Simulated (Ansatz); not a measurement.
ZnS (zincblende): gap against strain (uniaxial along x, other directions held)

Zincblende ZnS, relaxed with r2SCAN in the PAW code Ansatz, then strained (uniaxial along x, other directions held; changes of length per length, axes as in the cell below) with the atoms relaxed again within the symmetry that is left. The symmetry is F-43m (No. 216, cubic); conventional cell a = 5.388 Å, 19.55 Å³ an atom. Zn has 4 S at 2.33 Å; S has 4 Zn at 2.33 Å. Calculated for a static, non-magnetic cell.

```yaml
crystal:
  lattice:
    - [0.00000, 2.69409, 2.69409]
    - [2.69409, 0.00000, 2.69409]
    - [2.69409, 2.69409, 0.00000]
  atoms:
    - { symbol: Zn, position: [0.00000, 0.00000, 0.00000] }
    - { symbol: S, position: [0.25000, 0.25000, 0.25000] }
```

Gaps are the least over each mesh (PBE 8×8×8, r2SCAN 8×8×8, HSE06 6×6×6 when unstrained) and the special points, which keep their unstrained names; stress is the change from the unstrained cell, compression positive.

```csv
strain (%),"gap, PBE (eV)","gap, r2SCAN (eV)","gap, HSE06 (eV)","edges, HSE06","stress along the strain, r2SCAN (GPa)","energy rise, r2SCAN (meV/atom)"
-5.0,2.255,2.824,3.500,Γ,+5.69,17.3
-4.97,2.254,2.823,3.499,Γ,+5.65,17.1
-0.4,2.155,2.714,3.387,Γ,+0.43,0.1
0.0,2.147,2.705,3.378,Γ,0.00,0.0
+2.06,2.033,2.585,3.254,Γ,-2.17,2.6
```

Between zero and the nearest strains the slope of the HSE06 gap against strain is -0.023 eV per percent for negative and -0.060 for positive strain.

The meshes of the hybrids are coarse, so their gaps aren't converged to the digits shown.
